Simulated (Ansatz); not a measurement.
MgS (Fm-3m): G0W0 and the choice of datasets

```
CELL_PARAMETERS angstrom
0.00000 2.58000 2.58000
2.58000 0.00000 2.58000
2.58000 2.58000 0.00000
ATOMIC_POSITIONS crystal
Mg 0.00000 0.00000 0.00000
S 0.50000 0.50000 0.50000
```

Held fixed (Ansatz):

```yaml
orbitals: PBE
k_mesh: 4×4×4
empty_bands: 221
response_cutoff: 200 eV
frequencies: plasmon pole, fitted at 0 and 17.92i eV
q_→_0_term: analytic weight of Carrier, Rohra and Görling
band_sums: cut at the band count
```

The gap is read from Γ to k = (0, -0.5, -0.5), linearised, between the Kohn-Sham band edges among the points solved. The direct gap is read between the top filled and lowest empty Kohn-Sham band at Γ. ε∞ is the electronic dielectric constant on this mesh.

| datasets, wave cutoff | KS gap (eV) | G0W0 gap (eV) | direct at Γ (eV) | ε∞ |
| --- | --- | --- | --- | --- |
| all-electron, 3300 eV | 2.82 | 4.23 | 5.29 | 6.1 |
| hard PAW, 700 eV | 2.81 | 4.22 | 5.30 | 6.1 |
| hand-made PAW, accurate, 760 eV | 2.82 | 4.23 | 5.30 | 6.1 |
| hand-made PAW, 620 eV | 2.81 | 4.23 | 5.30 | 6.1 |
| JTH PAW, 700 eV | 2.81 | 4.43 | 5.33 | 6.1 |
| soft PAW (1st gen.), 420 eV | 2.82 | 4.25 | 5.32 | 6.1 |
| norm-conserving, 1143 eV | 2.82 | ? | ? | ? |

Task: Fill in the row for norm-conserving, 1143 eV.

Result: G0W0 gap 4.36 eV, direct at Γ 5.39 eV, ε∞ 6.1.

The cell is a model at fixed atoms and needn't be the relaxed known crystal. Soft PAW datasets can miss an all-electron G0W0 gap by more than 5 %. With norm-conserving pseudopotentials the core–valence exchange is only approximate, which can shift gaps by tenths of an eV and RPA lattice constants by most of a per cent. Points k are given in fractions of the reciprocal vectors. The mesh is coarse, so these are values at the stated settings, not converged ones. Band sums or response are cut, so the gap isn't at its basis limit. The gap is read on the mesh, and the crystal's band edges can lie off it. Meshes this coarse can overestimate the dielectric constant by a tenth and more.
